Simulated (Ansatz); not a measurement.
The system is FeO.

```
Fe O
1.0
     1.51768    0.87623    2.51579
    -1.51768    0.87623    2.51579
     0.00000   -3.50494    5.03159
Fe O
2 2
Cartesian
  0.0000 0.0000 0.0000
  0.0000 -1.7525 2.5158
  0.0000 0.0000 3.7737
  0.0000 -1.7525 6.2895
```

The cell isn't the ideal one: another cell of the same crystal, with 4 atoms.

Below is the output of Ansatz 0.2.0 for this cell. Logs are shortened: lines on timing, memory, paths and dates and some standing lists are left out, and cuts for length are marked.

```text
Warning: RAYON_NUM_THREADS=2 ignored (pool sized by the plan → 2); use --threads N
Fe: projections on atomic orbitals take those of the free atom [Ne] 3s2 3p6 3d6 4s2, of charge +0.00 (hamiltonian.pseudopotentials.projection_atoms); the dataset's partial waves leave at most 1.1e-6 of an orbital's norm unspanned inside its sphere
O: projections on atomic orbitals take those of the free atom [He] 2s2 2p4, of charge +0.00 (hamiltonian.pseudopotentials.projection_atoms); the dataset's partial waves leave at most 1.9e-8 of an orbital's norm unspanned inside its sphere
Engine: ansatz 0.2.0, x86_64-unknown-linux-gnu
Pseudopotentials: kind: paw
Pseudopotential: Fe, paw, valence charge 16, recommended cutoff 500 eV (meta_gga), Fe.paw.azcp
Pseudopotential: O, paw, valence charge 6, recommended cutoff 500 eV (meta_gga), O.paw.azcp
Functional definition: r2SCAN
  parameter k0 = 0.174
  parameter k1 = 0.065
  parameter a1 = 4.9479
  exchange = r2scan_x(k0 = k0, k1 = k1, a1 = a1)
  correlation = r2scan_c
Crystal: 4 atoms, lattice volume = 40.147 Å³
Basis set: ecut = 500 eV, 1037 PW (Γ), exchange–correlation on 96×96×180 points (64 copies of the dense FFT grid, shifted against one another)
Bands: 30, of which v1, the nominal top of the filled ones, is band 22 counted from 1 (21 counted from 0)
Symmetry: 4 space group operations
Space group: C2/m (ITA 12), of the structure as read, at distance tolerance 3.4e-5 Å
Magnetic group: BNS 12.63 (UNI 70), of the structure as read, at distance tolerance 3.4e-5 Å
k-points: 78 of 256
Non-local potential: Fe, projectors of the file, l = 0: 3, l = 1: 2, l = 2: 3, l = 3: 1
Non-local potential: O, projectors of the file, l = 0: 2, l = 1: 2, l = 2: 1
PAW form: soft (Blöchl's): semilocal exchange-correlation on the pseudo side does not see the compensation charge
PAW frozen core: Fe, regenerated for the run's functional (the file was generated under x = pbe(κ = 0.804, μ = 0.2195149727645171), c = pbe(β = 0.06672455060314922))
PAW frozen core: O, regenerated for the run's functional (the file was generated under x = pbe(κ = 0.804, μ = 0.2195149727645171), c = pbe(β = 0.06672455060314922))
[... 80 lines left out ...]
Free energy (F): -10106.086884 eV
Harris-Foulkes:  -10106.086884 eV  (|F-HF|=6.04e-10)
Internal energy: -10106.086884 eV  (E = F + TS)
E sigma→0 (E₀):  -10106.086884 eV
Fermi energy:    13.771461 eV
--- Per-component energies (eV) ---
  E_band       = -629.090542
  E_kinetic    = 1032.051995
  E_local      = -5219.549002  (includes V_loc(G=0)·N_el)
  E_nonlocal   = 570.926780
  E_hartree    = 2134.479291
  E_xc         = -366.963278
  E_vxc        = -536.536504  (∫ρ·V_xc dr)
  E_hubbard    = 1.614369  (on-site DFT+U / exact-exchange correction)
  E_vhub       = -46.205810  (the Hubbard potential's part of the band-sum identity)
  E_paw        = -3091.100967  (= ΣΔE_a)
  E_vpaw       = -734.979986  (= ΣTr[D̂ρ^β])
  E_aug_tail   = 0.002912  (compensation charges beyond the density's cutoff)
  E_vtau       = 36.239027  (kinetic-family band-sum trace: ∫τ·v_τ [+ j·A + Jᵃ·Aᵃ] dr)
  E_ewald      = -5166.906153
  E_core_change = -0.642832  (= ΣΔE_core)
  E_smearing   = -0.000000  (= −TS)
  E_closure    = -0.000000  (closes the sum)
  Σ components = -10106.086884   (vs F -10106.086884, Δ=0.00e0)
--- Forces (eV/Å), atoms counted from 1 ---
  atom   1  Fe     0.00000000     0.00000000     0.00000000
  atom   2  Fe     0.00000000     0.00000000     0.00000000
  atom   3  O      0.27252020    -0.00000328    -0.00000769
  atom   4  O     -0.27252020     0.00000328     0.00000769
  max |Σ_I F_I| component: 0.00e0 eV/Å
--- Stress (GPa, compression-positive) ---
       12.593275       0.000017       0.000088
        0.000017      13.860143      -1.383558
        0.000062      -1.383153       7.732961
  P = ⅓ Tr σ = 11.3955 GPa (113.955 kbar)
--- Band table (eV; the first three rows and the last of 264) ---
  k-point 0 ↑: bands = ["-79.4335", "-73.6728", "-45.3197", "-43.5834", "-43.4681", "-38.7962", "-38.3336", "-38.3007", "-6.8514", "-5.6531", "4.3524", "5.1347", "5.4590", "5.6881", "7.4540", "8.0212", "9.6352", "10.9581", "11.0789", "11.1098", "11.5003", "11.7567", "15.4276", "18.7881", "18.9467", "19.1995", "19.6780", "20.9477", "24.5735", "27.8798"]
  k-point 1 ↑: bands = ["-79.4338", "-73.6725", "-45.3196", "-43.5834", "-43.4681", "-38.7964", "-38.3337", "-38.3008", "-6.6955", "-5.8522", "4.5607", "5.1537", "5.4838", "5.7121", "7.4618", "8.1470", "9.4270", "10.2320", "10.7001", "11.0196", "11.8465", "11.9378", "16.4299", "18.5454", "18.8173", "19.3196", "19.6053", "20.8990", "24.8141", "28.4926"]
  k-point 2 ↑: bands = ["-79.4342", "-73.6721", "-45.3195", "-43.5834", "-43.4680", "-38.7966", "-38.3338", "-38.3008", "-6.3036", "-6.2863", "4.7865", "5.1729", "5.5096", "5.7423", "7.4704", "8.4897", "9.2500", "9.2608", "10.4944", "11.0163", "12.0398", "12.1153", "17.9180", "17.9717", "18.7343", "19.0400", "19.5247", "20.8487", "25.9325", "26.6054"]
  k-point 131 ↓: bands = ["-79.4333", "-73.6684", "-45.3201", "-43.6118", "-43.4780", "-38.7965", "-38.3731", "-38.3146", "-5.9447", "-5.5563", "4.8889", "5.0175", "5.4897", "6.3748", "6.7100", "7.0677", "8.8447", "9.2542", "9.8041", "10.9500", "11.0627", "11.5819", "18.7406", "19.4529", "19.6803", "20.9411", "21.4211", "22.3544", "23.8203", "24.5638"]
Occupation matrices written to <dir>
```

Task: Write the input and the command behind it.

Result: Single point with r2SCAN+U, collinear spin, antiferromagnetic start. The files as run (others can give the same):

input.yaml
```yaml
crystal:
  lattice:
    - [1.51768211, 0.87623418, 2.51579458]
    - [-1.51768211, 0.87623418, 2.51579458]
    - [0.0, -3.5049367, 5.03158916]
  atoms:
    - { symbol: Fe, position: [0.0, 0.0, 0.0], spin: 3.0 }
    - { symbol: Fe, position: [0.0, 0.0, 0.5], spin: -3.0 }
    - { symbol: O, position: [0.5, 0.5, 0.25] }
    - { symbol: O, position: [0.5, 0.5, 0.75] }
hamiltonian:
  xc: r2scan
  pseudopotentials: { kind: paw }
  hubbard: { sites: [{ species: Fe, l: d, u_eff: 8.0 }] }
magnetization:
  spin_polarized: true
kpoints:
  mp_grid: { grid: [8, 8, 4] }
scf:
  occupations: { method: gaussian, width: 0.05 }
output:
  forces: true
  stress: true
  eigenvalues: true
```

Potentials or basis: Ansatz PAW.
Launch:
```sh
$ ansatz run input.yaml --threads 2 --pin off --max-ram 5632MiB --backend cpu --events-out ev --progress --plain --runs-dir out
```

Caveat: the magnetic or orbital state may not be the lowest; the PAW data sets come from PBE, with cores solved anew for the run's functional, which leaves a small shift of forces and pressure.
